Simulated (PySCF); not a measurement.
# A series of derivatives of 1,3-cyclohexadiene

Parent skeleton `[CH:1]1=[CH:2][CH2:3][CH2:4][CH:5]=[CH:6]1`; one hydrogen on atom 2 is replaced by X. Hydrogens on one atom are averaged.

Method: PBE0/pcSseg-1 with gauge-including orbitals, geometry: GFN2-xTB, in PySCF (no relativistic terms, fast rotation and ring inversion assumed for equivalent nuclei, single conformer, gas phase).

Referencing at the same level of theory: TMS for $^{13}$C and $^{1}$H.

Parent (X = H): C1 132.0, C2 133.7, C3 25.7, C4 25.7, C5 133.7, C6 132.0, H(C1) 6.21, H(C3) 2.25, H(C4) 2.25 ppm. Effects are Δδ = δ(X) − δ(H), positive for deshielding.

(1) Order these by the shift of H(C1), most shielded first.
A. X = 2-furyl
B. X = C2H5
C. X = COOH

(2) Order these by the shift of C5, most shielded first.
A. X = 2-furyl
B. X = C2H5
C. X = COOH

(3) Order these by the shift of C3, most shielded first.
A. X = 2-furyl
B. X = C2H5
C. X = COOH

Answers

(1) B (-0.18 ppm), A (+0.68 ppm), C (+1.25 ppm).

(2) B (-3.0 ppm), A (-0.8 ppm), C (+11.3 ppm).

(3) C (-3.0 ppm), A (+0.5 ppm), B (+4.1 ppm).
